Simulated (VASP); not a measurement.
Here is a VASP 6.6.1 calculation.

The input INCAR:

```
PREC     = Accurate       # precision mode
ENCUT    = 600            # plane-wave cutoff, eV
EDIFF    = 1E-7           # SCF threshold, eV
ISMEAR   = 1              # smearing method
SIGMA    = 0.1            # smearing width, eV
LREAL    = False          # projectors in reciprocal space
LASPH    = True           # aspherical terms in the spheres
NELM     = 80             # most SCF steps
ALGO     = Normal         # electronic algorithm
ISIF     = 2              # what is computed and relaxed
LWAVE    = False          # write WAVECAR
LCHARG   = False          # write CHGCAR
IBRION   = 2              # ionic algorithm
NSW      = 40             # ionic steps
EDIFFG   = -0.01          # ionic threshold
```

Contents of KPOINTS:

```
regular mesh
0
Gamma
  16 16 16
```

The input POSCAR:

```
Au                                      
1.0
    0.0000000000      2.0262129826      2.0262129826
    2.0262129826      0.0000000000      2.0262129826
    2.0262129826      2.0262129826      0.0000000000
  Au            
     1
Direct
     0.0000000000000000    0.0000000000000000    0.0000000000000000
```

Potentials or basis: VASP PAW LDA potentials, release 64 (Au).

Launch:

```console
$ cat potpaw_LDA.64/Au/POTCAR > POTCAR
$ mpirun -np 1 vasp_std > vasp.out
```

**Question.** Predict the band gap on the k mesh.

**Answer.** None (metal or under the smearing width).

Final structure:
```cif
data_structure
_symmetry_space_group_name_H-M 'P 1'
_symmetry_Int_Tables_number 1
_cell_length_a 2.8655
_cell_length_b 2.8655
_cell_length_c 2.8655
_cell_angle_alpha 60.000
_cell_angle_beta 60.000
_cell_angle_gamma 60.000
_cell_volume 16.64
loop_
_atom_site_label
_atom_site_type_symbol
_atom_site_fract_x
_atom_site_fract_y
_atom_site_fract_z
_atom_site_occupancy
Au1 Au 0.00000 0.00000 0.00000 1
```

Caveat: the relaxation stopped at its first step, so nothing moved. The run has no spin-orbit coupling, so splittings on Au are missing.
